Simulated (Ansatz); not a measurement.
**Electron scattering at the twin(11-21) boundary in hcp Ru with Bi (substitutional)**

Wanted: what the twin(11-21) boundary in hcp Ru with Bi (substitutional) costs an interconnect.

Method: Ansatz plane-wave DFT, PBE, PAW files; relaxation of a bicrystal slab with its lowest layers held; PAW set soft_1, in the first sound run; inputs show where later runs differ, in Ansatz 0.2.0.

### Step 1. Starting point

The cell holds 30 atoms: 29 Ru and 1 Bi. Its edges and angles: a = 4.687 Å, b = 5.065 Å, c = 30.351 Å, α = 90.0°, β = 90.0°, γ = 62.4°. It derives from Ru. built on the (1 1 1) plane; 2 overlapping atoms removed and the grains opened by 0 Å. Vacuum lies along c.

### Step 2. Relaxing the bicrystal

The boundary is built by mirroring the lower grain in the boundary plane and removing any atoms that overlap; then the Bi is put in at the boundary. A thin bicrystal slab is relaxed first, with the lowest layers held and the upper grain free to shift and open.

input.yaml

```yaml
crystal:
  lattice:
    - [4.6865830751, 0.0, 0.0]
    - [2.3432915376, 4.4905462942, 0.0]
    - [0.0, 0.0, 30.350593883]
  atoms:
    - { symbol: Ru, position: [0.1443624965, 0.7946083403, 0.1647414222] }
    - { symbol: Ru, position: [0.5837211773, 0.2492243119, 0.1859937179] }
    - { symbol: Ru, position: [0.6897465249, 0.7038402836, 0.2072460136] }
    - { symbol: Ru, position: [0.1291052056, 0.1584562552, 0.2284983093] }
    - { symbol: Ru, position: [0.2351305532, 0.6130722268, 0.249750605] }
    - { symbol: Ru, position: [0.674489234, 0.0676881985, 0.2710029007] }
    - { symbol: Ru, position: [0.7805145816, 0.5223041701, 0.2922551964] }
    - { symbol: Ru, position: [0.2198732624, 0.9769201418, 0.3135074921] }
    - { symbol: Ru, position: [0.32589861, 0.4315361134, 0.3347597878] }
    - { symbol: Ru, position: [0.7652572907, 0.8861520851, 0.3560120835] }
    - { symbol: Ru, position: [0.8712826383, 0.3407680567, 0.3772643792] }
    - { symbol: Ru, position: [0.3106413191, 0.7953840284, 0.398516675] }
    - { symbol: Ru, position: [0.4166666667, 0.25, 0.4197689707] }
    - { symbol: Bi, position: [0.8560253475, 0.7046159716, 0.4410212664] }
    - { symbol: Ru, position: [0.3106413191, 0.7953840284, 0.4835258578] }
    - { symbol: Ru, position: [0.8712826383, 0.3407680567, 0.5047781535] }
    - { symbol: Ru, position: [0.7652572907, 0.8861520851, 0.5260304492] }
    - { symbol: Ru, position: [0.32589861, 0.4315361134, 0.5472827449] }
    - { symbol: Ru, position: [0.2198732624, 0.9769201418, 0.5685350406] }
    - { symbol: Ru, position: [0.7805145816, 0.5223041701, 0.5897873363] }
    - { symbol: Ru, position: [0.674489234, 0.0676881985, 0.611039632] }
    - { symbol: Ru, position: [0.2351305532, 0.6130722268, 0.6322919277] }
    - { symbol: Ru, position: [0.1291052056, 0.1584562552, 0.6535442234] }
    - { symbol: Ru, position: [0.6897465249, 0.7038402836, 0.6747965192] }
    - { symbol: Ru, position: [0.5837211773, 0.2492243119, 0.6960488149] }
    - { symbol: Ru, position: [0.1443624965, 0.7946083403, 0.7173011106] }
    - { symbol: Ru, position: [0.0383371489, 0.3399923686, 0.7385534063] }
    - { symbol: Ru, position: [0.5989784681, 0.885376397, 0.759805702] }
    - { symbol: Ru, position: [0.4929531205, 0.4307604253, 0.7810579977] }
    - { symbol: Ru, position: [0.0535944398, 0.9761444537, 0.8023102934] }
kpoints:
  mp_grid: { grid: [6, 6, 1] }
hamiltonian:
  xc: pbe
  pseudopotentials: { kind: paw, azcp: { folder: soft_1 } }
scf:
  occupations: { method: fermi_dirac, width: 0.1 }
relax:
  f_tol: 0.03
  max_steps: 80
  constraints: [{ sites: [0, 1, 2, 3, 4, 5] }]
```

On the command line:

```
ansatz run input.yaml --threads 4 --pin off --max-ram 15360MiB --backend cpu --events-out ev --progress --plain --runs-dir out
```

Numbers of over 12 decimals in the logs are rounded to 6 here.

The log of the run:

```text
Engine: ansatz 0.2.0, aarch64-unknown-linux-gnu
Pseudopotentials: kind: paw
Pseudopotential: Ru, paw, valence charge 16, recommended cutoff 420 eV (normal), soft_1/Ru.paw.azcp
Pseudopotential: Bi, paw, valence charge 15, recommended cutoff 420 eV (normal), soft_1/Bi.paw.azcp
Functional definition: PBE
  parameter kappa = 0.804
  parameter beta = 0.066725
  exchange = pbe_x(kappa = kappa, mu = beta*pi^2/3)
  correlation = pbe_c(beta = beta)
Crystal: 30 atoms, lattice volume = 638.738 Å³
Basis set: ecut = 420 eV, 12485 PW (Γ), exchange–correlation on 64×72×432 points (8 copies of the dense FFT grid, shifted against one another)
Bands: 288, of which v1, the nominal top of the filled ones, is band 240 counted from 1 (239 counted from 0)
Symmetry: 1 space group operations
Space group: P1 (ITA 1), of the structure as read, at distance tolerance 8.6e-5 Å
k-points: 20 of 36 (time reversal used)
Non-local potential: Ru, projectors of the file, l = 0: 3, l = 1: 2, l = 2: 2, l = 3: 1
Non-local potential: Bi, projectors of the file, l = 0: 2, l = 1: 2, l = 2: 2, l = 3: 1
PAW form: soft (Blöchl's): semilocal exchange-correlation on the pseudo side does not see the compensation charge
PAW one-centre angular grid: Ru, 590 points (default); XC on 64 Gauss nodes
PAW one-centre angular grid: Bi, 590 points (default); XC on 64 Gauss nodes
Initial density: superposition of atomic densities (neutral atoms: chi_scale 0, normalization atom)
Initial wavefunctions: pseudopotential atomic-orbital guess
Functional: x = pbe(κ = 0.804, μ = 0.219515), c = pbe(β = 0.066725)
SCF iter   1: F=—  HF=-182887.611043 eV  |F-HF|=—  |Δ(HF+E_count)|=         —  Δρ=9.19e-2  dr2=1.75e2  ethr=3.10e-3  ⟨swp⟩=7.3  Hψ=22729  notcnv=0  defer=20
preconditioner: auto → LDOS  [metal: Δε(μ)=0.004 eV  Ē_g=5.826 eV  σ=0.100 eV  W_gap=0.01  n_scr=178 (ndim 8)  ℏωp=23.1 eV  f_vac=0.296  D(μ)=29.24/eV (n_scr^D=256)  β→1.0]
SCF iter   2: F=—  HF=-182890.422911 eV  |F-HF|=—  |Δ(HF+E_count)|=    2.81e0  Δρ=9.69e-2  dr2=1.08e2  ethr=3.10e-3  ⟨swp⟩=4.0  Hψ=15783  notcnv=0  defer=36
SCF iter   3: F=—  HF=-182869.493860 eV  |F-HF|=—  |Δ(HF+E_count)|=    2.09e1  Δρ=6.79e-3  dr2=4.71e-1  ethr=3.10e-3  ⟨swp⟩=3.0  Hψ=13208  notcnv=0  defer=41
SCF iter   4: F=—  HF=-182869.379809 eV  |F-HF|=—  |Δ(HF+E_count)|=   1.14e-1  Δρ=2.72e-3  dr2=8.51e-2  ethr=9.84e-5  ⟨swp⟩=3.2  Hψ=12968  notcnv=0  defer=43
SCF iter   5: F=—  HF=-182869.366205 eV  |F-HF|=—  |Δ(HF+E_count)|=   1.36e-2  Δρ=1.13e-3  dr2=2.41e-2  ethr=1.78e-5  ⟨swp⟩=2.2  Hψ=9042  notcnv=0  defer=43
SCF iter   6: F=—  HF=-182869.366511 eV  |F-HF|=—  |Δ(HF+E_count)|=   3.06e-4  Δρ=4.40e-4  dr2=2.53e-3  ethr=5.03e-6  ⟨swp⟩=2.0  Hψ=7965  notcnv=0  defer=43
SCF iter   7: F=—  HF=-182869.367591 eV  |F-HF|=—  |Δ(HF+E_count)|=   1.08e-3  Δρ=1.47e-4  dr2=8.23e-4  ethr=5.28e-7  ⟨swp⟩=2.9  Hψ=10656  notcnv=0  defer=43
SCF iter   8: F=—  HF=-182869.367561 eV  |F-HF|=—  |Δ(HF+E_count)|=   3.06e-5  Δρ=6.73e-5  dr2=6.54e-5  ethr=1.72e-7  ⟨swp⟩=2.0  Hψ=7737  notcnv=0  defer=43
SCF iter   9: F=-182869.367567 eV  HF=-182869.367578 eV  |F-HF|=1.03e-5  |Δ(HF+E_count)|=   1.70e-5  Δρ=3.30e-5  dr2=1.55e-5  ethr=4.70e-9  ⟨swp⟩=5.0  Hψ=19918  notcnv=0
SCF 1 converged in 9 iterations: F = -182869.367567 eV  dr2 = 1.55e-5
  greatest PAW one-centre occupation: 1.000 electrons in one spin orbital (limit 2), on the Ru atom at site 11 (counted from 0), in its partial waves of l = 0
relax step   1: F+E_penalty+E_count = -182869.36756735 eV  Δ(F+E_penalty+E_count) = +0.000e0 eV  max|allowed force component| = 1.479e0 eV/Å  Δτ_max = 0.0000 Å  (9 SCF iters, dr2 threshold 2.25e-5 eV, accepted)
Initial density: handed on by an earlier stage of this run
Initial wavefunctions: those handed on with the density
iter 1 solved again at ethr=1.45e-3 eV; its pass at ethr=3.10e-3 eV (dr2=6.95e0 eV) is discarded
SCF iter   1: F=—  HF=-182870.117006 eV  |F-HF|=—  |Δ(HF+E_count)|=         —  Δρ=1.67e-2  dr2=6.93e0  ethr=1.45e-3  ⟨swp⟩=1.1  Hψ=19768  notcnv=0  defer=19
preconditioner: auto → LDOS  [metal: Δε(μ)=0.003 eV  Ē_g=5.445 eV  σ=0.100 eV  W_gap=0.01  n_scr=178 (ndim 8)  ℏωp=23.1 eV  f_vac=0.299  D(μ)=33.55/eV (n_scr^D=326)  β→1.0]
SCF iter   2: F=—  HF=-182869.919855 eV  |F-HF|=—  |Δ(HF+E_count)|=   1.97e-1  Δρ=7.57e-3  dr2=4.22e-1  ethr=1.45e-3  ⟨swp⟩=2.5  Hψ=9082  notcnv=0  defer=19
SCF iter   3: F=—  HF=-182869.844763 eV  |F-HF|=—  |Δ(HF+E_count)|=   7.51e-2  Δρ=3.94e-3  dr2=1.58e-1  ethr=8.81e-5  ⟨swp⟩=3.0  Hψ=13240  notcnv=0  defer=32
SCF iter   4: F=—  HF=-182869.808284 eV  |F-HF|=—  |Δ(HF+E_count)|=   3.65e-2  Δρ=5.51e-4  dr2=3.41e-3  ethr=3.29e-5  ⟨swp⟩=2.1  Hψ=8397  notcnv=0  defer=32
SCF iter   5: F=—  HF=-182869.808568 eV  |F-HF|=—  |Δ(HF+E_count)|=   2.84e-4  Δρ=2.15e-4  dr2=4.71e-4  ethr=7.13e-7  ⟨swp⟩=3.5  Hψ=12165  notcnv=0  defer=40
SCF iter   6: F=—  HF=-182869.808719 eV  |F-HF|=—  |Δ(HF+E_count)|=   1.50e-4  Δρ=6.16e-5  dr2=3.92e-5  ethr=9.84e-8  ⟨swp⟩=2.0  Hψ=8078  notcnv=0  defer=40
SCF iter   7: F=-182869.808729 eV  HF=-182869.808733 eV  |F-HF|=3.81e-6  |Δ(HF+E_count)|=   1.39e-5  Δρ=2.43e-5  dr2=6.86e-6  ethr=8.19e-9  ⟨swp⟩=4.2  Hψ=17504  notcnv=0
SCF 2 converged in 7 iterations: F = -182869.808729 eV  dr2 = 6.86e-6
  greatest PAW one-centre occupation: 1.000 electrons in one spin orbital (limit 2), on the Ru atom at site 25 (counted from 0), in its partial waves of l = 0
relax step   2: F+E_penalty+E_count = -182869.80872870 eV  Δ(F+E_penalty+E_count) = -4.412e-1 eV  max|allowed force component| = 1.512e0 eV/Å  Δτ_max = 0.1900 Å  (7 SCF iters, dr2 threshold 1.00e-4 eV, accepted)
iter 1 solved again at ethr=1.60e-3 eV; its pass at ethr=3.10e-3 eV (dr2=7.67e0 eV) is discarded
SCF iter   1: F=—  HF=-182870.253991 eV  |F-HF|=—  |Δ(HF+E_count)|=         —  Δρ=1.47e-2  dr2=7.70e0  ethr=1.60e-3  ⟨swp⟩=1.0  Hψ=22079  notcnv=0  defer=28
preconditioner: auto → LDOS  [metal: Δε(μ)=0.005 eV  Ē_g=5.400 eV  σ=0.100 eV  W_gap=0.01  n_scr=178 (ndim 8)  ℏωp=23.1 eV  f_vac=0.293  D(μ)=33.92/eV (n_scr^D=342)  β→1.0]
SCF iter   2: F=—  HF=-182870.059252 eV  |F-HF|=—  |Δ(HF+E_count)|=   1.95e-1  Δρ=5.08e-3  dr2=2.92e-1  ethr=1.60e-3  ⟨swp⟩=2.0  Hψ=6313  notcnv=0  defer=28
SCF iter   3: F=—  HF=-182870.030476 eV  |F-HF|=—  |Δ(HF+E_count)|=   2.88e-2  Δρ=3.21e-3  dr2=8.82e-2  ethr=6.11e-5  ⟨swp⟩=2.6  Hψ=12164  notcnv=0  defer=32
SCF iter   4: F=—  HF=-182870.011165 eV  |F-HF|=—  |Δ(HF+E_count)|=   1.93e-2  Δρ=5.09e-4  dr2=1.93e-3  ethr=1.84e-5  ⟨swp⟩=2.6  Hψ=10328  notcnv=0  defer=38
SCF iter   5: F=—  HF=-182870.010835 eV  |F-HF|=—  |Δ(HF+E_count)|=   3.30e-4  Δρ=1.26e-4  dr2=1.90e-4  ethr=4.02e-7  ⟨swp⟩=2.8  Hψ=11932  notcnv=0  defer=38
[...]
relax step  17: F+E_penalty+E_count = -182870.62868980 eV  Δ(F+E_penalty+E_count) = -4.549e-2 eV  max|allowed force component| = 1.881e-1 eV/Å  Δτ_max = 0.1964 Å  (8 SCF iters, dr2 threshold 5.45e-6 eV, accepted)
relax step  18: F+E_penalty+E_count = -182870.65429319 eV  Δ(F+E_penalty+E_count) = -2.560e-2 eV  max|allowed force component| = 9.791e-2 eV/Å  Δτ_max = 0.1901 Å  (8 SCF iters, dr2 threshold 2.99e-6 eV, accepted)
relax step  19: F+E_penalty+E_count = -182870.66352105 eV  Δ(F+E_penalty+E_count) = -9.228e-3 eV  max|allowed force component| = 8.165e-2 eV/Å  Δτ_max = 0.1568 Å  (8 SCF iters, dr2 threshold 2.60e-6 eV, accepted)
relax step  20: F+E_penalty+E_count = -182870.66807331 eV  Δ(F+E_penalty+E_count) = -4.552e-3 eV  max|allowed force component| = 3.870e-2 eV/Å  Δτ_max = 0.0765 Å  (7 SCF iters, dr2 threshold 1.81e-6 eV, accepted)
relax step  21: F+E_penalty+E_count = -182870.67046499 eV  Δ(F+E_penalty+E_count) = -2.392e-3 eV  max|allowed force component| = 3.316e-2 eV/Å  Δτ_max = 0.0472 Å  (8 SCF iters, accepted)
relax step  22: F+E_penalty+E_count = -182870.67246930 eV  Δ(F+E_penalty+E_count) = -2.004e-3 eV  max|allowed force component| = 4.246e-2 eV/Å  Δτ_max = 0.1107 Å  (9 SCF iters, accepted)
relax step  23: F+E_penalty+E_count = -182870.67166604 eV  Δ(F+E_penalty+E_count) = +8.033e-4 eV  max|allowed force component| = 9.638e-2 eV/Å  Δτ_max = 0.0321 Å  (6 SCF iters, dr2 threshold 1.32e-6 eV, rejected (line search))
SCF iter   1: F=—  HF=-182870.675718 eV  |F-HF|=—  |Δ(HF+E_count)|=         —  Δρ=1.61e-3  dr2=1.36e-2  ethr=3.48e-5  ⟨swp⟩=3.1  Hψ=10503  notcnv=0  defer=35
preconditioner: auto → LDOS  [metal: Δε(μ)=0.007 eV  Ē_g=5.355 eV  σ=0.100 eV  W_gap=0.02  n_scr=178 (ndim 8)  ℏωp=23.1 eV  f_vac=0.285  D(μ)=32.14/eV (n_scr^D=294)  β→1.0]
SCF iter   2: F=—  HF=-182870.673608 eV  |F-HF|=—  |Δ(HF+E_count)|=   2.11e-3  Δρ=8.78e-4  dr2=3.99e-3  ethr=2.84e-6  ⟨swp⟩=3.0  Hψ=12467  notcnv=0  defer=35
SCF iter   3: F=—  HF=-182870.672057 eV  |F-HF|=—  |Δ(HF+E_count)|=   1.55e-3  Δρ=1.29e-4  dr2=1.10e-4  ethr=8.32e-7  ⟨swp⟩=2.8  Hψ=11318  notcnv=0  defer=35
SCF iter   4: F=—  HF=-182870.672031 eV  |F-HF|=—  |Δ(HF+E_count)|=   2.53e-5  Δρ=2.78e-5  dr2=8.22e-6  ethr=2.29e-8  ⟨swp⟩=2.9  Hψ=11819  notcnv=0  defer=35
SCF iter   5: F=—  HF=-182870.672983 eV  |F-HF|=—  |Δ(HF+E_count)|=   9.52e-4  Δρ=1.34e-5  dr2=2.44e-6  ethr=1.72e-9  ⟨swp⟩=2.6  Hψ=10675  notcnv=0  defer=35
SCF iter   6: F=—  HF=-182870.672983 eV  |F-HF|=—  |Δ(HF+E_count)|=   5.09e-7  Δρ=4.86e-6  dr2=2.26e-7  ethr=5.10e-10  ⟨swp⟩=2.5  Hψ=9204  notcnv=0  defer=35
SCF iter   7: F=-182870.672983 eV  HF=-182870.672983 eV  |F-HF|=5.30e-9  |Δ(HF+E_count)|=   5.80e-8  Δρ=1.70e-6  dr2=3.92e-8  ethr=2.09e-11  ⟨swp⟩=5.0  Hψ=20466  notcnv=0
SCF 24 converged in 7 iterations: F = -182870.672983 eV  dr2 = 3.92e-8
relax step  24: F+E_penalty+E_count = -182870.67298257 eV  Δ(F+E_penalty+E_count) = -5.133e-4 eV  max|allowed force component| = 7.342e-3 eV/Å  Δτ_max = 0.0155 Å  (7 SCF iters, accepted)
SCF converged after 7 iterations
Free energy (F): -182870.672983 eV
Harris-Foulkes:  -182870.672983 eV  (|F-HF|=5.30e-9)
Internal energy: -182869.608467 eV  (E = F + TS)
E sigma→0 (E₀):  -182870.140725 eV
Entropy (-TS):   -1.064515 eV (-35.484 meV/atom)
Fermi energy:    13.512585 eV
--- Per-component energies (eV) ---
  E_band       = -6172.517589
  E_kinetic    = 13575.936389
  E_local      = -518120.485243  (includes V_loc(G=0)·N_el)
  E_nonlocal   = 12404.234807
  E_hartree    = 250456.686551
  E_xc         = -5061.897050
  E_vxc        = -6338.850822  (∫ρ·V_xc dr)
  E_paw        = -112218.592095  (= ΣΔE_a)
  E_vpaw       = -8606.748210  (= ΣTr[D̂ρ^β])
  E_aug_tail   = 0.018578  (compensation charges beyond the density's cutoff)
  E_ewald      = 176094.489596
  E_smearing   = -1.064515  (= −TS)
  E_closure    = 0.000000  (closes the sum)
  Σ components = -182870.672983   (vs F -182870.672983, Δ=0.00e0)
--- Forces (eV/Å), atoms counted from 1 ---
  atom   1  Ru     0.19872913    -0.02494389     1.53361210
  atom   2  Ru    -0.17160394    -0.00049557     0.40990224
  atom   3  Ru     0.08314293     0.24064539    -0.50829845
  atom   4  Ru     0.17228429    -0.27562034    -0.78462712
  atom   5  Ru    -0.27428098     0.05680935    -0.48763408
  atom   6  Ru     0.00083385     0.00355832    -0.16142849
  atom   7  Ru    -0.00060056    -0.00052834     0.00003641
  atom   8  Ru    -0.00127677    -0.00085733    -0.00015764
  atom   9  Ru     0.00028056    -0.00149178    -0.00132224
  atom  10  Ru     0.00206867    -0.00084041    -0.00053630
  atom  11  Ru     0.00199508    -0.00068395     0.00144224
  atom  12  Ru    -0.00291179     0.00323589     0.00172988
  atom  13  Ru     0.00059942    -0.00317258     0.00718323
  atom  14  Bi     0.00556988     0.00369567    -0.00277148
  atom  15  Ru    -0.00472041     0.00173189    -0.00734194
  atom  16  Ru    -0.00397518    -0.00121321     0.00174443
  atom  17  Ru    -0.00096926    -0.00665039     0.00040355
  atom  18  Ru    -0.00162755     0.00584489    -0.00259297
  atom  19  Ru     0.00043998    -0.00218316     0.00412801
  atom  20  Ru    -0.00077539     0.00239013    -0.00006975
  atom  21  Ru    -0.00012189    -0.00152421    -0.00011982
  atom  22  Ru     0.00071811     0.00234293    -0.00075763
  atom  23  Ru    -0.00218371    -0.00039285    -0.00362941
  atom  24  Ru     0.00020560    -0.00069460     0.00079681
  atom  25  Ru    -0.00079387     0.00054740    -0.00035789
  atom  26  Ru    -0.00048308     0.00057559     0.00045944
  atom  27  Ru    -0.00032599     0.00066606    -0.00020507
  atom  28  Ru     0.00053339    -0.00048504     0.00042692
  atom  29  Ru    -0.00022589    -0.00009223    -0.00031335
  atom  30  Ru    -0.00061388    -0.00012587     0.00027975
  max |Σ_I F_I| component: 8.92e-5 eV/Å
--- Relaxed structure (24 steps of the walk, 22 accepted, 0 SCFs on fresh bases) ---
  F+E_penalty+E_count = -182870.67298257 eV   max|allowed force component| = 7.342e-3 eV/Å
  atoms:
    - { symbol: Ru, position: [0.144362, 0.7946083403, 0.164741] }
    - { symbol: Ru, position: [0.583721, 0.249224, 0.185994] }
    - { symbol: Ru, position: [0.689747, 0.703840, 0.207246] }
    - { symbol: Ru, position: [0.1291052056, 0.158456, 0.228498] }
    - { symbol: Ru, position: [0.235131, 0.6130722268, 0.249751] }
    - { symbol: Ru, position: [0.674489, 0.0676881985, 0.271003] }
    - { symbol: Ru, position: [0.778176, 0.524166, 0.292814] }
    - { symbol: Ru, position: [0.217252, 0.980626, 0.313900] }
    - { symbol: Ru, position: [0.319975, 0.437710, 0.334890] }
    - { symbol: Ru, position: [0.764484, 0.892056, 0.355653] }
    - { symbol: Ru, position: [0.869120, 0.344830, 0.377056] }
    - { symbol: Ru, position: [0.294580, 0.805806, 0.398556] }
    - { symbol: Ru, position: [0.438214, 0.244783, 0.421162] }
    - { symbol: Bi, position: [0.807768, 0.640073, 0.458423] }
    - { symbol: Ru, position: [0.551460, 0.260283, 0.496573] }
    - { symbol: Ru, position: [1.135211, -0.178557, 0.519332] }
    - { symbol: Ru, position: [1.020815, 0.360066, 0.540813] }
    - { symbol: Ru, position: [0.578907, -0.090591, 0.561679] }
    - { symbol: Ru, position: [0.476902, 0.455600, 0.583154] }
    - { symbol: Ru, position: [1.036593, -0.00199461, 0.604013] }
    - { symbol: Ru, position: [0.931218, -0.457072, 0.625287] }
    - { symbol: Ru, position: [0.493549, 0.085497, 0.646339] }
    - { symbol: Ru, position: [0.384568, -0.367631, 0.668354] }
    - { symbol: Ru, position: [0.947283, 0.177076, 0.689672] }
    - { symbol: Ru, position: [0.839232, -0.274680, 0.711552] }
    - { symbol: Ru, position: [0.397364, 0.270921, 0.732109] }
    - { symbol: Ru, position: [0.297599, -0.185634, 0.755100] }
    - { symbol: Ru, position: [0.857834, 0.365263, 0.776035] }
    - { symbol: Ru, position: [0.746341, -0.089446, 0.794621] }
    - { symbol: Ru, position: [0.312709, 0.449611, 0.812914] }
```

Wall time 67 min (4 threads of Arm Neoverse V1, shared host); peak memory 4.8 GiB; 4.4 h of CPU time.

The steps of the relaxation (22 of 24):

```tsv
step	energy less that of the first step (eV)	largest force component (eV/Å)
1	0.0000	1.4788
2	-0.4412	1.5118
3	-0.6433	0.2381
4	-0.6713	0.0937
5	-0.6379	0.3000
6	-0.6808	0.0322
8	-0.6952	0.0456
9	-0.7135	0.1344
10	-0.7450	0.2379
11	-0.7990	0.3254
12	-0.8767	0.4109
13	-0.9757	0.4623
14	-1.0723	0.4708
15	-1.1077	0.8739
16	-1.2156	0.2540
17	-1.2611	0.1881
19	-1.2960	0.0816
20	-1.3005	0.0387
21	-1.3029	0.0332
22	-1.3049	0.0425
23	-1.3041	0.0964
24	-1.3054	0.0073
```

Relaxation steps 5, 23 were tried and not accepted.

The atoms that moved most (Å):

```tsv
atom	dx	dy	dz	length
Ru15	-0.125	-2.403	0.396	2.439
Ru27	-0.017	-2.360	0.502	2.413
Ru24	-0.027	-2.365	0.451	2.408
Ru22	-0.025	-2.369	0.426	2.407
Ru23	-0.036	-2.362	0.449	2.405
Ru17	-0.035	-2.362	0.449	2.405
Ru25	-0.030	-2.353	0.471	2.399
Ru21	-0.026	-2.356	0.432	2.396
```

This step gave:

```
free energy             : -182870.6730 eV
energy at zero smearing : -182870.1407 eV
Fermi energy            : 13.51 eV
```

The largest force component on a free atom ends at 0.0073 eV/Å, under the tolerance of 0.03, after 24 steps.

(Part 1 of 2 ends here.)

[Logs are printed without paths, hosts, clocks, repeated set-up lines and the standing remarks that a program may print on its own settings, such as how far it seeks lower states.]

[Hosts, paths, dates, database ids (printed as entryN), source tags and the programs' standing remarks are cut or masked in the printed files.]
